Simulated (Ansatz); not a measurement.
**HfO2 at a changed volume: Field gradients at the nuclei**

The cell is a COD entry, relaxed with PBE at fixed cell and then changed (volume scaled by 1.02, ions relaxed).

Space group P2_1/c (No. 14); a = 5.1519, b = 5.2200, c = 5.3191 Å, β = 99.35°.

```
site  Wyckoff  site symmetry       x       y       z
  Hf       4e              1  0.2760  0.0423  0.2083
  O5       4e              1  0.4485  0.7577  0.4781
  O9       4e              1  0.0693  0.3324  0.3452
```

One atom of each set is listed.

Computed with Ansatz: DFT, PBE, plane waves and PAW, scalar-relativistic, 420 eV cutoff, Γ-centred 6×6×6 k-points, Fermi–Dirac smearing 0.02 eV.

C_Q = eQV_zz/h, which is 24.18 MHz for Q = 1 b and V_zz = 10²¹ V/m²; η = (V_xx − V_yy)/V_zz.

¹⁷⁷Hf: I = 7/2, Q = 3365 mb; 17O: I = 5/2, Q = -25.58 mb. Nuclear quadrupole moments: year-2017 set (Pyykkö).

Question: Which values are expected at the nuclei?

Answer: 

```
site  atoms          first shell  V_zz (10²¹ V/m²)     η  C_Q (MHz)
  Hf      4   7 O at 2.05–2.26 Å             12.24  0.14        996
  O5      4  4 Hf at 2.15–2.26 Å              1.07  0.92     -0.659
  O9      4  3 Hf at 2.05–2.15 Å              1.34  0.99     -0.829
```

Without spin–orbit coupling the gradients at and beside Hf can be off by some per cent, at some sites by more. Where η is near 1 the sign of V_zz means little.
